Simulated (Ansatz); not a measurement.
Li₂O (anti-fluorite)

```yaml
crystal:
  lattice:
    - [0.00000, 4.62614, 4.62614]
    - [2.31307, 0.00000, 2.31307]
    - [2.31307, 2.31307, 0.00000]
  atoms:
    - { symbol: O, position: [0.00000, 0.00000, 0.00000] }
    - { symbol: O, position: [0.50000, 0.00000, 0.00000] }
    - { symbol: Li, position: [0.12500, 0.25000, 0.25000] }
    - { symbol: Li, position: [0.62500, 0.25000, 0.25000] }
    - { symbol: Li, position: [0.37500, 0.75000, 0.75000] }
    - { symbol: Li, position: [0.87500, 0.75000, 0.75000] }
```

A phonon eigenvector at L = (0.5, 0.0, 0.0) is frozen into this cell: atom i moves by Q times the vector below, so Q is the largest atomic displacement, in Å. The cell is held. (q is in reciprocal vectors of the primitive cell; the cell shown is doubled to hold the pattern.)

```tsv
atom	x	y	z
Li3	0.577	-0.577	-0.577
Li4	-0.577	0.577	0.577
Li5	0.577	-0.577	-0.577
Li6	-0.577	0.577	0.577
```

Atoms not listed stay in place.

Level of theory: PBE (plane waves to 420 eV, PAW, scalar-relativistic; Ansatz, a first-principles code). k mesh 6×12×12 (Γ-centred), Fermi-Dirac smearing 0.05 eV. Li2O was relaxed with its symmetry unable to fall. 

| Q (Å) | −dE/dQ from forces (eV/Å) |
|---|---|
| -0.180 | 5.689 |
| -0.150 | 4.743 |
| -0.120 | 3.797 |
| -0.090 | 2.850 |
| -0.060 | 1.901 |
| -0.030 | 0.951 |
| 0.000 | 0.000 |
| 0.030 | -0.951 |
| 0.060 | -1.901 |
| 0.090 | -2.850 |
| 0.120 | -3.797 |
| 0.150 | -4.743 |
| 0.180 | -5.689 |

Task: What harmonic wavenumber does the curvature at Q = 0 give?

Result: 557 cm⁻¹. E″ = 31.71 eV/Å², M = Σ mᵢ|uᵢ|² = 27.8 u, ν̃ = 521.5·√(|E″|/M).

(For displaced atoms, the force is minus the slope of the energy, and its curvature is a force constant, which sets phonon frequencies.)
